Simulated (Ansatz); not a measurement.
Theory: Ansatz 0.2.0, DFT PBE, scalar-relativistic, plane waves, PAW. Settings: cutoff 420 eV, Γ-centred meshes spaced at most about 0.3 Å⁻¹, and about 0.25 Å⁻¹ or finer for metals (2π included), Gaussian smearing. No spin polarisation in the final relaxations.

Temperature and zero-point effects are left out.

Compare these two cells of Si, each relaxed at this level.

A.

```xyz
3
Lattice="3.5643 0.0000 0.0000 -1.7821 3.0867 0.0000 0.0000 0.0000 5.1161" Properties=species:S:1:pos:R:3 pbc="T T T"
Si    1.7821    1.0289    3.7646
Si    1.7821    1.0289    1.3516
Si    0.0000    0.0000    0.0000
```

B.

```xyz
10
Lattice="6.4153 0.0000 0.0000 0.0000 6.4153 0.0000 0.0000 0.0000 5.2741" Properties=species:S:1:pos:R:3 pbc="T T T"
Si    0.2941    4.8829    1.7796
Si    6.1212    1.5323    1.7796
Si    4.7400    3.5017    1.7796
Si    1.6753    2.9136    1.7796
Si    2.9136    1.6753    3.4945
Si    3.5017    4.7400    3.4945
Si    4.8829    0.2941    3.4945
Si    1.5323    6.1212    3.4945
Si    0.0000    0.0000    0.0000
Si    3.2076    3.2076    0.0000
```

Problem. Which would you expect to be lower, and how large is the difference?

Solution. B is lower, by 43 meV/atom. A has space group P-6m2 (No. 187), 18.8 Å³/atom and no gap on its mesh; B has space group P42_12 (No. 90), 21.7 Å³/atom and no gap. Counting all near atoms (those within 1.25 times the shortest such distance or 1.15 times the sum of covalent radii; a plus sign parts nearer from farther groups; a slash parts the counts of unlike sites), A has Si 4+1/6 and B has Si 4. The lower one is the more open, so pressure narrows the difference. In A, Si on a site of symmetry 3m has 4 Si at 2.41–2.46 Å and 1 Si at 2.70 Å; around Si on a site of symmetry -6m2 lie 6 Si at 2.46 Å. In B, Si on a site of symmetry 1 is surrounded by 4 Si at 2.37–2.45 Å; Si on a site of symmetry 222 has 4 Si at 2.37 Å. Both come from invented guesses. A third cell relaxed alike, in P6_3/mmc, lies 0.40 eV/atom below the lower of the two. The part of the Crystallography Open Database at hand lists Si in space groups No. 64, 74, 164, 191, 194 and others; sharing a group (P6_3/mmc) doesn't make a cell the listed structure.

The zero gap of P42_12 may come from the functional, which often closes small gaps. Cells relaxed within their symmetry can be saddle points; a later kick test found a lower structure for Si P-6m2.
